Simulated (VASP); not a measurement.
Here is a VASP 6.6.1 calculation.

INCAR

```
SYSTEM = Al
PREC = Accurate
ENCUT = 520
EDIFF = 1E-6
ISMEAR = 0
SIGMA = 0.1
LREAL = .FALSE.
LASPH = .TRUE.
NELM = 60
ALGO = Fast
ISIF = 2
LWAVE = .FALSE.
LCHARG = .FALSE.
LDIPOL = .TRUE.
IDIPOL = 3
DIPOL = 0.5 0.5 0.279
GGA = PE
NBANDS = 30
```

File KPOINTS:

```
regular mesh
0
G
  6 6 1
  0 0 0
```

File POSCAR:

```
Al
1.0
    5.7143028096      0.0000000000      0.0000000000
   -2.8571514048      4.9487313980      0.0000000000
    0.0000000000      0.0000000000     22.6016424997
Al
12
Direct
    0.3333333333      0.1666666667      0.1769782882
    0.3333333333      0.6666666667      0.1769782882
    0.8333333333      0.1666666667      0.1769782882
    0.8333333333      0.6666666667      0.1769782882
    0.1666666667      0.3333333333      0.2787817902
    0.1666666667      0.8333333333      0.2787817902
    0.6666666667      0.3333333333      0.2787817902
    0.6666666667      0.8333333333      0.2787817902
    0.0000000000      0.0000000000      0.3805759913
    0.0000000000      0.5000000000      0.3805759913
    0.5000000000      0.0000000000      0.3805759913
    0.5000000000      0.5000000000      0.3805759913
```

Potentials or basis: VASP PAW PBE potentials, release 64 (Al).

Command:

```bash
$ cat potpaw_PBE.64/Al/POTCAR > POTCAR
$ mpirun -np 1 vasp_std > vasp.out
```

**Question.** What does it give for the band gap on the k mesh?

**Answer.** None (metal or under the smearing width).

**Question.** Predict the largest force.

**Answer.** 0.005 eV/Å.

Forces on the atoms (eV/Å):
```
Al   0.000  0.000  0.005
Al   0.000  0.000  0.005
Al   0.000  0.000  0.005
Al   0.000  0.000  0.005
Al   0.000  0.000  0.000
Al   0.000  0.000  0.000
Al   0.000  0.000  0.000
Al   0.000  0.000  0.000
Al   0.000  0.000 -0.005
Al   0.000  0.000 -0.005
Al   0.000  0.000 -0.005
Al   0.000  0.000 -0.005
```
